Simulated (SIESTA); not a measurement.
Runs of SIESTA 5.4.2 on CoO. Symmetry: R-3m, No. 166, trigonal system. Conventional cell: a = 3.011 Å, b = 3.011 Å, c = 7.320 Å, α = 90.00°, β = 90.00°, γ = 120.00°. Co (site symmetry -3m) is surrounded by 6 O at 2.12 Å. Around O (site symmetry -3m) lie 6 Co at 2.12 Å. The cell is a database's computed one.

```tsv
task	spin	cell	broadening (eV)	window from (eV)	window to (eV)	energy points	k mesh for the DOS	grid cutoff	gap on the mesh (eV)	pressure (GPa)	moment (μB)
density of states	collinear, ferromagnetic start	as given	0.2 eV	-10 eV	5 eV	201	12 × 12 × 12	800 Ry	none	1.2	2.96
density of states	collinear, zero start	as given	0.2 eV	-10 eV	5 eV	201	12 × 12 × 12	800 Ry	none	-17.2	0.00
density of states	collinear, fm_larger start	as given	0.2 eV	-10 eV	5 eV	201	12 × 12 × 12	800 Ry	none	1.2	2.96
relaxation of cell and atoms	collinear, ferromagnetic start	relaxed	-	-	-	-	-	1200 Ry	none	0.0	(a)
density of states	non-collinear, random start	as given	0.2 eV	-10 eV	5 eV	201	12 × 12 × 12	800 Ry	none	-	2.96
```

Alike in all rows: level PBE; potentials or basis PseudoDojo 0.4 standard (PBE files), DZP (energy shift 0.003 Ry; two zetas on semicore shells); k mesh 8 × 8 × 8; smearing fermi-dirac 0.05 eV; energy shift 0.003 Ry.

**Question.** Fill in the values left out.

**Answer.** (a) 2.97.

Caveats: short orbitals over semicore shells can move pressures by several GPa; the basis of atomic orbitals isn't converged, which shifts pressures, moduli and gaps; semilocal functionals often make such compounds metallic where correlation or magnetic order opens a gap, which also shifts bond lengths; a cell with one magnetic atom can't hold antiferromagnetic order, which such compounds often take (some runs); with moments that point in different directions the gradient correction is approximate, so stress is left out (some runs).

A gap of «none» marks a metal or a gap under the smearing width.
